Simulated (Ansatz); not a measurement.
Crystal: MnO.

```
Mn O
1.0
     0.00000    2.22391    2.22391
     2.22391    0.00000    2.22391
     2.22391    2.22391    0.00000
Mn O
1 1
Direct
  0.00000 0.00000 0.00000
  0.50000 0.50000 0.50000
```

The cell is a database's computed one.

Alike in all runs: program Ansatz 0.2.0; functional PBE; potentials or basis all-electron LAPW, scalar-relativistic; cutoff 324 eV (chosen from the basis error); basis error allowed 0.001 eV/atom; k mesh 10 × 10 × 10; occupations fermi-dirac, width 0.05 eV.

Only the start or the spin constraint differs. Which run ends lowest in energy?
A. collinear spin, ferromagnetic start of up to 4 μB; fixed moment 4
B. collinear spin, ferromagnetic start of up to 2 μB; fixed moment 2
C. collinear spin, ferromagnetic start of up to 3 μB; fixed moment 3
D. collinear spin, ferromagnetic start of up to 4.8 μB; fixed moment 4.8
E. collinear spin, ferromagnetic start of up to 1 μB; fixed moment 1

D.

```csv
start,free energy over the lowest (meV/atom),net moment (μB),site or absolute moments (μB),gap
"collinear spin, ferromagnetic start of up to 1 μB; fixed moment 1",865.3,-,Mn +0.94; O +0.05,-
"collinear spin, ferromagnetic start of up to 4.8 μB; fixed moment 4.8",0.0,-,Mn +4.34; O +0.24,-
"collinear spin, ferromagnetic start of up to 2 μB; fixed moment 2",718.3,-,Mn +1.98; O -0.02,-
"collinear spin, ferromagnetic start of up to 3 μB; fixed moment 3",393.2,-,Mn +2.94; O -0.02,-
"collinear spin, ferromagnetic start of up to 4 μB; fixed moment 4",105.7,-,Mn +3.76; O +0.09,-
```

All polarised runs hold their moment fixed, so the table maps the energy against it. A still lower state may exist.

Caveats: the total moment is fixed, so each spin has its own Fermi level.
